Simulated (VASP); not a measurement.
## Si under changes of volume

One of the cells (20.528 Å³/atom); the others are scaled copies at fixed shape and fractional positions:

```
Si
1.0
     3.85669    0.00000    0.00000
    -1.92835    3.33999    0.00000
     0.00000    0.00000    6.37456
Si
4
Direct
  0.66667 0.33333 0.93699
  0.33333 0.66667 0.43699
  0.66667 0.33333 0.56301
  0.33333 0.66667 0.06301
```

This isn't the form of Si at room conditions, which is diamond.

| Property | Result |
| --- | --- |
| Program | VASP 6.6.1 |
| Functional | PBE |
| Potentials or basis | VASP PAW PBE potentials, release 64 (Si) |
| Cutoff | 520 eV |
| k mesh | 8 × 8 × 4 |
| Occupations | fermi-dirac, width 0.05 eV |
| Spin | no spin polarisation |

```csv
volume (Å³/atom),energy over the lowest point (meV/atom),pressure (GPa),gap on the mesh (eV),largest force (eV/Å)
18.918,35.31,8.0,0.27,0.019
19.321,18.24,5.6,0.33,0.009
19.723,?,?,?,?
20.528,0.00,-0.4,0.46,0.015
20.931,3.16,-2.1,0.50,0.023
21.333,10.18,-3.5,0.54,0.029
```

What does the run at 19.723 Å³/atom give?

Energy over the lowest point 7.04 meV/atom; pressure 3.4 GPa; gap on the mesh 0.37 eV; largest force 0.000 eV/Å.

Worked out: A Birch-Murnaghan fit of order 3 (a polynomial in V^(-2/3)) to the other rows has its minimum at 20.43 Å³/atom with B0 = V·E''(V) = 89 GPa and B' = 4.2 at fixed shape and positions, which overstates the stiffness. It gives 7.06 meV/atom at 19.723 Å³/atom, against the run's 7.04, and -dE/dV = 3.4 GPa, against 3.4. A straight line through the other rows of the gap, of slope 2.22 eV per unit of ln V, gives 0.37 eV, against the run's 0.37.

Energies are extrapolated to zero smearing.

A mesh can miss the band edges.
